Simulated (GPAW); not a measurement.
Here is a GPAW 26.7.0 calculation.

The input run.py:

```python
from ase import Atoms
from ase.eos import EquationOfState
from ase.io import Trajectory
from ase.units import GPa
from ase.parallel import parprint
from gpaw import GPAW, PW, setup_paths

setup_paths.insert(0, '.')

atoms = Atoms(['Ge', 'Fe', 'Fe'],
              cell=[[4.1636340796, 0.0, 0.0],
                    [-2.0818170398, 3.605812885, 0.0],
                    [0.0, 0.0, 2.626466]],
              scaled_positions=[[0.0, 0.0, 0.0],
                                [0.3333333333, 0.6666666667, 0.5],
                                [0.6666666667, 0.3333333333, 0.5]],
              pbc=True)
atoms.set_initial_magnetic_moments([0.0, 3.0, 3.0])

traj = Trajectory('eos.traj', 'w')
volumes, energies = [], []
for x in [0.94, 0.96, 0.98, 1.0, 1.02, 1.04, 1.06]:
    a = atoms.copy()
    a.set_cell(atoms.cell * x**(1 / 3), scale_atoms=True)
    calc = GPAW(mode=PW(600),
                xc='PBEsol',
                kpts={'size': (7, 7, 10), 'gamma': True},
                occupations={'name': 'fermi-dirac', 'width': 0.05},
                nbands=23,
                convergence={'density': 1e-05, 'energy': 1e-05},
                maxiter=150,
                txt=f'eos-{x:.2f}.txt')
    a.calc = calc
    energies.append(a.get_potential_energy(force_consistent=True))
    volumes.append(a.get_volume())
    p = -a.get_stress()[:3].mean() / GPa
    calc.write(f'eos-{x:.2f}.gpw')
    traj.write(a)
    parprint(f'{x:.2f} {volumes[-1]:10.4f} A^3 {energies[-1]:14.6f} eV {p:9.3f} GPa', flush=True)

v0, e0, B = EquationOfState(volumes, energies, eos='birchmurnaghan').fit()
parprint(f'V0 = {v0:.4f} A^3, E0 = {e0:.6f} eV, B0 = {B / GPa:.2f} GPa')
```

Potentials or basis: PAW data sets generated in the run's folder for this functional, pw.

Run with:

```bash
$ gpaw-setup -f PBEsol Fe Ge
$ OMP_NUM_THREADS=1 mpirun -n 4 gpaw python run.py
```

Question: Predict the equilibrium volume.

Answer: 12.47 Å³/atom (rough: see the caveat).

Question: Estimate the bulk modulus at fixed shape and positions.

Answer: 105 GPa (rough).

Energy against volume, from the lowest point:
```tsv
volume (Å³/atom)	energy (meV/atom)
12.355	0.00
12.618	0.43
12.881	4.18
13.144	11.56
13.407	22.62
13.670	37.02
13.933	54.50
```

Caveat: the fit is doubtful: noisy points or a state that changes with volume; the cell was scaled at fixed shape and fractional positions, which overstates the stiffness of a crystal with free parameters, most of all of layers and chains.
